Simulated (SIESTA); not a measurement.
Zn under changes of volume

One of the cells (15.169 Å³/atom); the others are scaled copies at fixed shape and fractional positions:

```xyz
1
Lattice="0.0000 1.9648 1.9648 1.9648 0.0000 1.9648 1.9648 1.9648 0.0000" Properties=species:S:1:pos:R:3 pbc="T T T"
Zn    0.0000    0.0000    0.0000
```

This isn't the form of Zn at room conditions, which is hcp.

- Program: SIESTA 5.4.2
- Functional: PBEsol
- Potentials or basis: PseudoDojo 0.4 standard (PBEsol files)
- Basis: DZP (energy shift 0.003 Ry; two zetas on semicore shells)
- Grid cutoff: 800 Ry
- Energy shift: 0.003 Ry
- k mesh: 12 × 12 × 12
- Occupations: fermi-dirac, width 0.05 eV
- Spin: no spin polarisation

```tsv
volume (Å³/atom)	energy over the lowest point (meV/atom)	pressure (GPa)
14.259	0.00	-3.8
14.563	8.73	-5.1
14.866	18.67	-5.5
15.169	31.22	-7.7
15.473	47.60	-9.3
15.776	?	?
16.080	83.81	-10.2
```

What does the run at 15.776 Å³/atom give?

Energy over the lowest point 65.47 meV/atom; pressure -9.3 GPa.

Worked out: A Birch-Murnaghan fit of order 3 (a polynomial in V^(-2/3)) to the other rows has no minimum within the range. It gives 64.45 meV/atom at 15.776 Å³/atom, against the run's 65.47, and -dE/dV = -9.7 GPa, against -9.3.

Energies are extrapolated to zero smearing.

Caveats: short orbitals over semicore shells can move pressures by several GPa; the basis of atomic orbitals isn't converged, which shifts pressures, moduli and gaps.
